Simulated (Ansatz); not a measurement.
Mg₂Ge (Fm-3m) from a database of computed structures, relaxed with r2SCAN. It is cubic, Fm-3m (No. 225); conventional cell a = 6.366 Å, 21.50 Å³ an atom. Around Mg lie 4 Ge at 2.76 Å; around Ge lie 8 Mg at 2.76 Å.

```cif
data_structure
_symmetry_space_group_name_H-M 'Fm-3m'
_symmetry_Int_Tables_number 225
_cell_length_a 6.3662
_cell_length_b 6.3662
_cell_length_c 6.3662
_cell_angle_alpha 90.000
_cell_angle_beta 90.000
_cell_angle_gamma 90.000
_cell_volume 258.01
loop_
_atom_site_label
_atom_site_type_symbol
_atom_site_symmetry_multiplicity
_atom_site_Wyckoff_symbol
_atom_site_fract_x
_atom_site_fract_y
_atom_site_fract_z
_atom_site_occupancy
Mg1 Mg 8 c 0.25000 0.25000 0.75000 1
Ge1 Ge 4 a 0.00000 0.00000 0.00000 1
```

The questions ask for values computed with Ansatz on this geometry. The values are computed, non-magnetic, and not measurements.

Task: What gap does r2SCAN give, and where are the band edges?

Result: r2SCAN gives an indirect gap of 0.44 eV, from Γ to X; the least direct gap is 1.67 eV at Γ.

Task: What does PBE give for the gap (8×8×8 mesh)?

Result: The PBE gap is indirect, 0.14 eV (Γ to X), below the direct gap of 1.09 eV at Γ. The gap differs by -0.30 eV from r2SCAN's.

Task: What does PBE+SOC give for the gap (8×8×8 mesh)?

Result: PBE+SOC gives an indirect gap of 0.08 eV, from Γ to X; the least direct gap is 1.03 eV at Γ. (This is within a few times the smearing of 0.02 eV, so the filling near the edges can be smeared.) Spin-orbit coupling itself accounts for -0.06 eV. The gap differs by -0.36 eV from r2SCAN's.

Task: How does the gap change from r2SCAN to HSE06 (6×6×6)?

Result: With HSE06 the valence top lies at Γ and the conduction bottom at X, 0.51 eV higher; the smallest vertical gap, at Γ, is 1.75 eV. The gap differs by +0.07 eV from r2SCAN's.

Task: Estimate the gap with HSE06+SOC on 4×4×4.

Result: The HSE06+SOC gap is indirect, 0.45 eV (Γ to X), below the direct gap of 1.72 eV at Γ. The gap differs by +0.01 eV from r2SCAN's.

Only the levels marked +SOC include spin-orbit coupling.

Gaps or overlaps of about a tenth of an eV are at the limit of these meshes: between the points read a gap can be smaller or closed.

The meshes of the hybrids are coarse, so their gaps aren't converged to the digits shown.
